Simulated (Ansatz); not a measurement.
AlGaN₂: the gap under strain, fitted and tested

Plane-wave DFT in Ansatz, LDA, scalar-relativistic PAW potentials, cutoff 420 eV, no spin-orbit coupling; no spin polarisation. AlGaN₂ in space group P-4m2, a structure that wasn't matched to a measured phase. Biaxial strain in the a-b plane; c and atoms relaxed (conventional cell); Kohn–Sham gaps sought over the whole zone.

| strain (%) | space group | gap (eV) |
| --- | --- | --- |
| -6.0 | P-4m2 | 2.858 |
| -4.0 | P-4m2 | 2.993 |
| -2.0 | P-4m2 | 3.127 |
| +0.0 | P-4m2 | 3.055 |
| +2.0 | P-4m2 | 2.977 |
| +4.0 | P-4m2 | ? |
| +6.0 | P-4m2 | 2.608 |

Question: Fit the given gaps and predict the missing one.

Answer: Next to zero the slopes are -36 meV per % on the compressed side and -39 on the stretched side. No break shows at zero, so all given rows go into a parabola: E_g = 3.074 -0.0217 ε -0.00953 ε² eV (ε in %; scatter 23 meV). At +4.0 % this gives 2.835 eV; the run gave 2.813 eV, 22 meV away. The fit is poor: the slope drops sharply near -2.0 %, the mark of another band or valley taking over an edge, which one smooth curve can't follow.

Cost: about 3.5 core-minutes for the runs cited, on Arm Neoverse V1 (shared hosts).